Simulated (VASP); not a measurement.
# BaTe (Fm-3m) in VASP: a series of runs

One crystal, BaTe, is run at these levels: PBE, LDA; tasks: single point.

Everything below comes from runs of VASP 6.6.1. Logs are shortened: lines on timing, memory, paths and dates and some standing lists are left out, and cuts for length are marked.

## 1. Starting point

The structure is cubic, space group Fm-3m (No. 225). The conventional cell has a = 7.065 Å, b = 7.065 Å, c = 7.065 Å, α = 90.00°, β = 90.00°, γ = 90.00°. Around Ba (site symmetry m-3m) lie 6 Te at 3.53 Å. Te (site symmetry m-3m) is surrounded by 6 Ba at 3.53 Å.

The cell was built by a generator and needn't be a form met in nature.

## 2. Single point, PBE

File INCAR:

```
ALGO = Normal ; EDIFF = 1E-6
ENCUT = 520 ; GGA = PE
ISIF = 2 ; ISMEAR = 0
LASPH = T ; LCHARG = F
LREAL = F ; LWAVE = F
NBANDS = 15 ; NELM = 100
PREC = Accurate ; SIGMA = 0.01
```

File KPOINTS:

```
k-points
0
Gamma
  6 6 6
```

File POSCAR:

```
BaTe
1.0
    0.0000000000      3.5323868345      3.5323868345
    3.5323868345      0.0000000000      3.5323868345
    3.5323868345      3.5323868345      0.0000000000
Ba Te
1 1
Direct
    0.0000000000      0.0000000000      0.0000000000
    0.5000000000      0.5000000000      0.5000000000
```

Potentials or basis: VASP PAW PBE potentials, release 64 (Ba_sv, Te).

The run is started by

```bash
$ cat potpaw_PBE.64/Ba_sv/POTCAR potpaw_PBE.64/Te/POTCAR > POTCAR
$ mpirun -np 1 vasp_std > vasp.out
```

OUTCAR:

```text
EDIFF = 1E-6
   ENCUT = 520
   GGA = PE
   ISIF = 2
   ISMEAR = 0
   LASPH = T
   LREAL = F
   NELM = 100
   PREC = Accurate

 ion  position               nearest neighbor table
   1  0.000  0.000  0.000-   2 3.53   2 3.53   2 3.53   2 3.53   2 3.53   2 3.53
   2  0.500  0.500  0.500-   1 3.53   1 3.53   1 3.53   1 3.53   1 3.53   1 3.53

  LATTYP: Found a face centered cubic cell.
 ALAT       =     7.0647736690

  Lattice vectors:

 A1 = (   0.0000000000,   3.5323868345,   3.5323868345)
 A2 = (   3.5323868345,   0.0000000000,   3.5323868345)
 A3 = (   3.5323868345,   3.5323868345,   0.0000000000)

Analysis of symmetry for initial positions (statically):
=====================================================================
 Subroutine PRICEL returns:
 Original cell was already a primitive cell.

 Routine SETGRP: Setting up the symmetry group for a
 face centered cubic supercell.

 Subroutine GETGRP returns: Found 48 space group operations
 (whereof 48 operations were pure point group operations)
 out of a pool of 48 trial point group operations.

The static configuration has the point symmetry O_h .

Analysis of symmetry for dynamics (positions and initial velocities):
=====================================================================
 Subroutine PRICEL returns:
 Original cell was already a primitive cell.

 Routine SETGRP: Setting up the symmetry group for a
 face centered cubic supercell.

 Subroutine GETGRP returns: Found 48 space group operations
 (whereof 48 operations were pure point group operations)
 out of a pool of 48 trial point group operations.

The dynamic configuration has the point symmetry O_h .

 Subroutine INISYM returns: Found 48 space group operations
 (whereof 48 operations are pure point group operations),
 and found     1 'primitive' translations

----------------------------------------------------------------------------------------

                                     Primitive cell

  volume of cell :      88.1525

  direct lattice vectors                    reciprocal lattice vectors
     0.000000000  3.532386835  3.532386835    -0.141547351  0.141547351  0.141547351
     3.532386835  0.000000000  3.532386835     0.141547351 -0.141547351  0.141547351
     3.532386835  3.532386835  0.000000000     0.141547351  0.141547351 -0.141547351

  length of vectors
     4.995549369  4.995549369  4.995549369     0.245167204  0.245167204  0.245167204

  position of ions in fractional coordinates (direct lattice)
     0.000000000  0.000000000  0.000000000
     0.500000000  0.500000000  0.500000000

[... 80 lines left out ...]
   EMIN   =  10.00;   EMAX   =-10.00  energy-range for DOS
   EFERMI =   0.00;   METHOD = LEGACY
   ISMEAR =     0;   SIGMA  =   0.01  broadening in eV -4-tet -1-fermi 0-gaus
   EFERMI_NEDOS =   21; number of points for ismear=-14 and -15
   IALGO  =     38    algorithm
   IMIX   =      4    mixing-type and parameters
     AMIX     =   0.40;   BMIX     =  1.00
     AMIX_MAG =   1.60;   BMIX_MAG =  1.00
  volume/ion in A,a.u.               =      44.08       297.44
  Fermi-wavevector in a.u.,A,eV,Ry     =   0.926908  1.751602 11.689557  0.859158
  Thomas-Fermi vector in A             =   2.052921
   LORBIT       =      0    0 simple, 1 ext, 2 COOP (PROOUT), +10 PAW based schemes
   GGA     = PE    functional components
   LHFCALC =     F    Hartree Fock is set to
   AEXX    =    0.0000 exact exchange contribution
   IVDW    =     0    specifies the selected vdW correction
   LEPSILON=     F    determine dielectric tensor
   LRPA    =     F    only Hartree local field effects (RPA)
 non-spin polarized calculation
 Gauss-broadening in eV      SIGMA  =   0.01
  energy-cutoff  :      520.00
  volume of cell :       88.15
 maximum number of plane-waves:      2421
 NGX is ok and might be reduce to    40
   NGX = 19   NGY = 19   NGZ = 19

 number of electron      16.0000000 magnetization

 Free energy of the ion-electron system (eV)
  ---------------------------------------------------
  ext. energy  EPLUGINS =         0.00000000
  ---------------------------------------------------
  free energy    TOTEN  =        -8.62822725 eV

  energy without entropy =       -8.62822725  energy(sigma->0) =       -8.62822725

 E-fermi :   2.1664     XC(G=0):  -8.1357

 val. band max:        2.1058022645   @ k =   0.0000   0.0000   0.0000
 cond. band min:       3.6833425225   @ k =   0.5000   0.5000   0.0000
 fundamental gap:      1.5775402581
 Fermi energy:         2.1664319388

 k-point     1 :       0.0000    0.0000    0.0000
  band No.  band energies     occupation
      1     -24.9875      2.00000
      2     -10.1323      2.00000
      3     -10.1323      2.00000
      4     -10.1323      2.00000
      5      -7.3751      2.00000
      6       2.1058      2.00000
      7       2.1058      2.00000
      8       2.1058      2.00000
      9       4.9099      0.00000
     10       5.0472      0.00000
     11       5.0472      0.00000
     12       5.0472      0.00000
     13       5.6352      0.00000
     14       5.6352      0.00000
[... 257 lines left out ...]
      2     -10.2899      2.00000
      3     -10.2489      2.00000
      4     -10.2345      2.00000
      5      -7.0432      2.00000
      6       1.0567      2.00000
      7       1.0587      2.00000
      8       1.3679      2.00000
      9       4.6813      0.00000
     10       6.6040      0.00000
     11       6.7271      0.00000
     12       7.2837      0.00000
     13       7.7578      0.00000
     14       8.4509      0.00000
     15      10.0693      0.00000

------------------------ aborting loop because EDIFF is reached ----------------------------------------

  FORCE on cell =-STRESS in cart. coord.  units (eV):
  Direction    XX          YY          ZZ          XY          YZ          ZX
  --------------------------------------------------------------------------------------
  -------------------------------------------------------------------------------------
  Total        0.1657308      0.1657308      0.1657308      0.0000000      0.0000000      0.0000000
  in kB        3.0121668      3.0121668      3.0121668      0.0000000      0.0000000      0.0000000
  external PRESSURE =       3.0121668 kB  Pullay stress =       0.0000000 kB

 VOLUME and BASIS-vectors are now :
 -----------------------------------------------------------------------------
  energy-cutoff  :      520.00
  volume of cell :       88.15
      direct lattice vectors                 reciprocal lattice vectors
     0.000000000  3.532386835  3.532386835    -0.141547351  0.141547351  0.141547351
     3.532386835  0.000000000  3.532386835     0.141547351 -0.141547351  0.141547351
     3.532386835  3.532386835  0.000000000     0.141547351  0.141547351 -0.141547351

 POSITION                                       TOTAL-FORCE (eV/Angst)
 -----------------------------------------------------------------------------------
      0.00000      0.00000      0.00000         0.000000     -0.000000     -0.000000
      3.53239      3.53239      3.53239        -0.000000      0.000000      0.000000
 -----------------------------------------------------------------------------------
    total drift:                                0.000000     -0.000000     -0.000000

  FREE ENERGIE OF THE ION-ELECTRON SYSTEM (eV)
  ---------------------------------------------------
  free  energy   TOTEN  =        -8.6282272484 eV

  energy  without entropy=       -8.6282272484  energy(sigma->0) =       -8.62822725
```

Run time: 11 s. Hardware: 1 thread of Intel Xeon 6975P-C (Granite Rapids), shared host; peak memory 0.23 GiB.

Results:

```
Free energy            : -8.6282 eV
Pressure               : 0.3 GPa
Band gap on the k mesh : 1.58 eV, indirect (least direct gap 1.96 eV)
```

Levels at points of the mesh, in eV from the valence-band top:
| k point | band 6 | band 7 | band 8 | band 9 | band 10 | band 11 |
| --- | --- | --- | --- | --- | --- | --- |
| (0.00, 0.00, 0.00) | 0.00 | 0.00 | 0.00 | 2.80 | 2.94 | 2.94 |
| (0.50, 0.00, 0.00) | -2.16 | -1.07 | -1.07 | 4.15 | 4.69 | 4.83 |
| (0.50, 0.50, 0.00) | -1.12 | -0.38 | -0.38 | 1.58 | 4.38 | 4.53 |

Caveat: spin-orbit coupling is left out, which moves the levels of the heavy elements.

## 3. Single point, LDA

File INCAR:

```
SYSTEM = BaTe
PREC     = Accurate       ! precision mode
ENCUT    = 520            ! plane-wave cutoff, eV
EDIFF    = 1E-6           ! SCF threshold, eV
ISMEAR   = 0              ! smearing method
SIGMA    = 0.01           ! smearing width, eV
LREAL    = .FALSE.        ! projectors in reciprocal space
LASPH    = .TRUE.         ! aspherical terms in the spheres
NELM     = 100            ! most SCF steps
ALGO     = Normal         ! electronic algorithm
ISIF     = 2              ! what is computed and relaxed
LWAVE    = .FALSE.        ! write WAVECAR
LCHARG   = .TRUE.         ! write CHGCAR
GGA      = CA             ! functional
LELF     = .TRUE.         ! ELF
LVHAR    = .TRUE.       
NBANDS   = 15             ! bands
```

File KPOINTS:

```
regular mesh
0
G
  6 6 6
  0 0 0
```

POSCAR is that of step 2.

Potentials or basis: VASP PAW LDA potentials, release 64 (Ba_sv, Te).

The run is started by

```bash
$ cat potpaw_LDA.64/Ba_sv/POTCAR potpaw_LDA.64/Te/POTCAR > POTCAR
$ mpirun -np 1 vasp_std > vasp.out
```

It took 10 s on 1 thread of Intel Xeon 6975P-C (Granite Rapids), shared host; peak memory 0.19 GiB.

Results (log left out):

- Free energy: -9.5669 eV
- Pressure: -2.2 GPa
- Band gap on the k mesh: 1.45 eV, indirect (least direct gap 1.83 eV)

Levels at points of the mesh, in eV from the valence-band top:
```tsv
k point	band 4	band 5	band 6	band 7	band 8	band 9	band 10	band 11	band 12	band 13
(0.00, 0.00, 0.00)	-12.18	-9.55	0.00	0.00	0.00	2.58	2.82	2.82	2.82	3.46
(0.50, 0.00, 0.00)	-12.19	-8.87	-2.22	-1.09	-1.09	4.03	4.56	4.71	4.71	6.80
(0.50, 0.50, 0.00)	-12.26	-9.35	-1.14	-0.39	-0.39	1.45	4.33	4.34	5.38	5.54
```

Caveat: spin-orbit coupling is left out, which moves the levels of the heavy elements. A k mesh can miss the band edges.

(Part 1 of 2 ends here.)
